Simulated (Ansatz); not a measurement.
## Quasiparticle gap of InSe (GaSe-type monolayer)

The cell holds 4 atoms: 2 In and 2 Se. Cell: a = 4.085 Å, b = 4.085 Å, c = 33.900 Å, α = 90.0°, β = 90.0°, γ = 120.0°. Vacuum lies along c.

```
method                                             : G0W0 on HSE06, plane waves, PAW; PAW set soft_1 (and 1 further level or step)
program                                            : Ansatz 0.2.0
settings of one run                                : cutoff 420 eV, 6×6×1 k-mesh, PAW set soft 1, empty bands 596, screening cutoff 66 eV, screening contour deformation, QP bands (v2, c2)
cost                                               : 2 runs, 2.3 min in all on 1 × NVIDIA H100 80GB HBM3 (shared by 6 runs) with 2 threads of AMD EPYC 7R13 (Zen 3), shared host (the runs of this entry)
notes                                              : In doubt: masses and optical values from hybrid runs of this build are listed as unsure (in some of the runs), which bears on the screening that GW takes from such a start. Values taken over the cell’s volume include its vacuum. The structure was relaxed with PBE. Limits: coarse mesh for a sheet; no spin-orbit coupling. Two runs of this series at another level, not shown as steps, test spin-orbit coupling. PBE+SOC against PBE: 1.376 − 1.397 = −0.021 eV. Mesh, set of files and cutoff are the same, but the valence top lies at another k point, so this need not be the shift of one pair of states. [rest of the remark cut]
HSE06 gap over mesh and listed points              : 2.145 eV, from k = (0.150, 0.000, 0.000) to k = Γ
G0W0@HSE06 gap over 6 of 7 irreducible mesh points : 3.055 eV, from k = (0.000, 0.167, 0.000) to k = Γ
GW settings                                        : 6×6×1 mesh, 596 empty bands, screening to 66 eV, PAW set soft_1 files
known limits                                       : finite bands, screening cutoff and k mesh; no spin-orbit coupling in G0W0; d shells not analysed
```

Over 6 of 7 irreducible mesh points the G0W0 gap is 3.055 eV, from k = (0.000, 0.167, 0.000) to k = Γ. The HSE06 gap of this run on the mesh is 2.151 eV. The two states that bound the G0W0 gap lie that far apart at the start, so the correction of the gap is 3.055 − 2.151 = +0.904 eV. The valence state moves by −6.880 − (−6.479) = −0.401 eV and the conduction state by −3.826 − (−4.328) = +0.502 eV, on the run's own scale; how far single levels stand from their limit in bands is not shown.

[Paths, hosts, dates, memory and timing lines, banners, echoed tables and standing remarks are left out of the program output.]

[Logs are printed without paths, hosts, clocks, repeated set-up lines and the standing remarks that a program may print on its own settings, such as how far it seeks lower states.]

[Runs of the session that timed out or met a known fault of the program may be left out.]

[Cells called generated may have been cut or substituted from an entry of the Crystallography Open Database or the Materials Project.]

[Hosts, paths, dates, database ids (printed as entryN), source tags and the programs' standing remarks are cut or masked in the printed files.]
